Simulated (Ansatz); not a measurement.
# GaP: convergence and cost

This session on GaP sets out to relax the cell with several choices of k mesh.

Program: Ansatz 0.2.0. Level of theory: DFT PBE, scalar-relativistic, plane waves, PAW. These are calculated values, not measurements.

1 further run of the same task is left out (set aside as unsound or not needed).

## 1. The structure to begin with

Symmetry: R-3m, No. 166, trigonal system. The conventional cell has a = 3.886 Å, b = 3.886 Å, c = 19.292 Å, α = 90.00°, β = 90.00°, γ = 120.00°. Around Ga (site symmetry 3m) lie 3 P at 2.40 Å and 1 Ga at 2.49 Å. P (site symmetry 3m) has 1 P at 2.21 Å and 3 Ga at 2.40 Å as nearest neighbours.

Structure file:

```
CELL_PARAMETERS angstrom
1.94302 1.12180 6.43081
-1.94302 1.12180 6.43081
0.00000 -2.24360 6.43081
ATOMIC_POSITIONS crystal
Ga 0.43537 0.43537 0.43537
Ga 0.56463 0.56463 0.56463
P 0.05739 0.05739 0.05739
P 0.94261 0.94261 0.94261
```

The structure comes from the Materials Project (structure only); it is used as listed.

## 2. The base input

Input file input.yaml:

```yaml
crystal:
  lattice:
    - [1.9430151755, 1.1218003346, 6.4308101003]
    - [-1.9430151755, 1.1218003346, 6.4308101003]
    - [0.0, -2.2436006692, 6.4308101003]
  atoms:
    - { symbol: Ga, position: [0.435372, 0.435372, 0.435372] }
    - { symbol: Ga, position: [0.564628, 0.564628, 0.564628] }
    - { symbol: P, position: [0.057389, 0.057389, 0.057389] }
    - { symbol: P, position: [0.942611, 0.942611, 0.942611] }
basis:
  ecutwfc: 420
kpoints:
  mp_grid: { grid: [12, 12, 12] }
hamiltonian:
  xc: pbe
scf:
  occupations: { method: gaussian, width: 0.02 }
output:
  forces: true
  stress: true
  eigenvalues: true
  populations: true
  write_density: true
  write_potential: true
  elf: true
  volumetric_format: npy
```

Its results, from an earlier run: -2269.6490 eV/atom at zero smearing, pressure 0.04 GPa, largest force 0.055 eV/Å, gap on the mesh 0.83 eV, in 7 SCF cycles and 32 s.

## 3. Relaxation, k mesh: 1×1×1

Input file input.yaml:

```yaml
crystal:
  lattice:
    - [1.9430151755, 1.1218003346, 6.4308101003]
    - [-1.9430151755, 1.1218003346, 6.4308101003]
    - [0.0, -2.2436006692, 6.4308101003]
  atoms:
    - { symbol: Ga, position: [0.435372, 0.435372, 0.435372] }
    - { symbol: Ga, position: [0.564628, 0.564628, 0.564628] }
    - { symbol: P, position: [0.057389, 0.057389, 0.057389] }
    - { symbol: P, position: [0.942611, 0.942611, 0.942611] }
basis:
  ecutwfc: 420
kpoints:
  mp_grid: { grid: [1, 1, 1] }
hamiltonian:
  xc: pbe
scf:
  occupations: { method: gaussian, width: 0.02 }
output:
  forces: true
  stress: true
  eigenvalues: true
relax:
  adjacent_minimum: "off"
  f_tol: 0.01
  max_steps: 60
  cell: { stress_tol: 0.05 }
```

The run is started by

```
$ ansatz run input.yaml --threads 1 --pin off --max-ram 2560MiB --backend cpu --events-out ev --progress --plain --runs-dir out
```

## 4. Relaxation, k mesh: 3×3×3

input.yaml: that of step 3 with these lines changed.

```diff
@@ -13,3 +13,3 @@
 kpoints:
-  mp_grid: { grid: [1, 1, 1] }
+  mp_grid: { grid: [3, 3, 3] }
 hamiltonian:
```

## 5. Relaxing with k mesh 6×6×6

input.yaml: that of step 4 with these lines changed.

```diff
@@ -13,3 +13,3 @@
 kpoints:
-  mp_grid: { grid: [3, 3, 3] }
+  mp_grid: { grid: [6, 6, 6] }
 hamiltonian:
```

(Steps that only read results are left out.)

What results come out of these runs, taken together? Wanted: relaxed volume by k mesh.

**Answer**, as computed:

| quantity | value |
| --- | --- |
| relaxed volume by k mesh (Å³/atom) | 1×1×1: 44.34; 3×3×3: 21.27; 6×6×6: 21.03; 12×12×12: 21.02 |

What this shows: The relaxed volumes span 110.9 %. From 6×6×6 on the volume holds to 0.5 %, at 0.16 of the time of the best run. A mesh shows the true gap only if it holds both band edges, so a denser mesh can show a larger one.
